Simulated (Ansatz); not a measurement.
Reaction (ligand exchange at the Si–Br bond): `C[SiH2]Br` + `CC(=O)O` → `C[SiH2]OC(C)=O` + HBr

Isolated molecules relaxed with PBE0-D4/def2-TZVP in Ansatz; ΔE leaves out vibrations. CBS: MP2 limit from def2 TZ/QZ plus the TZ coupled-cluster correction, frozen cores. DFT in def2-TZVPP. For Br outer-core shells are correlated without core-valence functions, which leaves a few kJ/mol of doubt a bond. Scalar relativity is left out up to krypton. One conformer a species, not always the lowest.

`C[SiH2]Br`:

Cartesian coordinates in Å:
```
C 0.960 -0.049 -0.344
Si -0.835 -0.038 0.132
Br -1.074 0.905 2.138
H 1.082 -0.512 -1.328
H 1.549 -0.616 0.380
H 1.354 0.968 -0.390
H -1.385 -1.412 0.231
H -1.651 0.755 -0.819
```

`CC(=O)O`:

Cartesian coordinates in Å:
```
C -0.343 -0.142 0.886
C 0.071 0.343 -0.467
O -0.161 1.425 -0.929
O 0.760 -0.597 -1.141
H -0.962 -1.036 0.784
H 0.540 -0.424 1.463
H -0.894 0.639 1.401
H 0.988 -0.208 -1.997
```

`C[SiH2]OC(C)=O`:

Cartesian coordinates in Å:
```
C 0.505 -2.111 -1.392
Si -0.342 -0.467 -1.227
O 0.109 0.081 0.313
C -0.360 1.268 0.722
C 0.110 1.635 2.093
O -1.082 1.940 0.031
H 0.172 -2.803 -0.616
H 0.278 -2.556 -2.364
H 1.589 -2.002 -1.314
H -1.816 -0.610 -1.288
H 0.135 0.492 -2.251
H -0.204 0.868 2.805
H -0.296 2.602 2.379
H 1.201 1.663 2.111
```

HBr:

Cartesian coordinates in Å:
```
Br -0.185 0.402 0.555
H 0.185 -0.402 -0.555
```

| level | ΔE (kcal/mol) |
| --- | --- |
| ωB97M-V | 3.1 |
| MP2/CBS(def2) | 4.1 |

**Question.** What does CCSD(T)/CBS give? (Best estimate.)

**Answer.** Ansatz gave: +3.0 kcal/mol. The listed levels differ from it by 0.1, 1.1 kcal/mol.

Largest T1 diagnostic among the species: 0.015.

The D4 term adds −0.9 kcal/mol with B3LYP and −0.6 kcal/mol with PBE0; it sums over pairs of atoms, weighted by their polarisabilities, and B3LYP, whose exchange is more repulsive, gets the larger term.

B3LYP here is the variant with VWN-RPA as its local correlation; programs differ in this.

CCSD(T)/CBS has its own doubt, a few kJ/mol and more with outer-core shells, so smaller differences from it don't rank the levels.
